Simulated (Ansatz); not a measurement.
# AlN: the cost of one run

Program: Ansatz 0.2.0. Level of theory: DFT PBE, scalar-relativistic, plane waves, PAW. These are calculated values, not measurements.

### 1 The system as given

It takes space group Fm-3m (No. 225, cubic). Conventional cell: a = 4.069 Å, b = 4.069 Å, c = 4.069 Å, α = 90.00°, β = 90.00°, γ = 90.00°. Around Al (site symmetry m-3m) lie 6 N at 2.03 Å. Around N (site symmetry m-3m) lie 6 Al at 2.03 Å.

As a file:

```
CELL_PARAMETERS angstrom
0.00000 2.03452 2.03452
2.03452 0.00000 2.03452
2.03452 2.03452 0.00000
ATOMIC_POSITIONS crystal
Al 0.50000 0.50000 0.50000
N 0.00000 0.00000 0.00000
```

The structure comes from the Materials Project (structure only).

### 2 A random distortion, cell strained

The change: strain xx, yy, zz, yz, xz, xy = +2.8, +2.3, +5.5, +0.7, +0.7, -0.1 %; atoms moved by 0.06 Å root mean square, at most 0.06 Å.

Contents of input.yaml:

```yaml
crystal:
  lattice:
    - [0.0136312706, 2.0950042201, 2.1607801871]
    - [2.1061940691, 0.0119019303, 2.1625095274]
    - [2.0893889505, 2.0799284418, 0.028707049]
  atoms:
    - { symbol: Al, position: [0.5167803873, 0.499970509, 0.4766627771] }
    - { symbol: "N", position: [-0.0167803873, 2.9491e-05, 0.0233372229] }
basis:
  ecutwfc: 420
kpoints:
  mp_grid: { grid: [10, 10, 10] }
hamiltonian:
  xc: pbe
scf:
  occupations: { method: gaussian, width: 0.02 }
output:
  forces: true
  stress: true
  eigenvalues: true
```

Launch:

```bash
ansatz run input.yaml --threads 1 --pin off --max-ram 1331MiB --backend cpu --events-out ev --progress --plain --runs-dir out
```

What time and memory should one allow on 1 thread of an x86-64 CPU, shared host?

About 16 s, with a peak of 0.42 GiB.
